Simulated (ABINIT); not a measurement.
Ga:

```
Ga
1.0
     2.77842    0.00000    0.00000
     0.00000    3.28161    0.00000
    -1.34343    0.00000    3.99027
Ga
2
Cartesian
  -0.6607 2.4612 3.0732
  2.0957 0.8204 0.9171
```

This isn't the form of Ga at room conditions, which is orthorhombic.

Program: ABINIT 10.8.3 (patched build). Alike in all runs: task single point; potentials or basis Ansatz PAW PBE default generated set, frozen core; no spin polarisation; cell as given; k mesh 10 × 8 × 7; cutoff (eV) 490; smearing fermi-dirac 0.05 eV.

Task: Order these runs on this cell by their pressure, lowest first.
A. level RPBE
B. level AM05
C. level BLYP
D. level LDA
E. level PBE

Result: D (-2.8 GPa), B (-1.0 GPa), E (3.0 GPa), A (5.0 GPa), C (8.6 GPa).

Caveats: the atomic spheres overlap; the PAW data sets were made with another functional, which shifts forces and pressure a little (some runs).
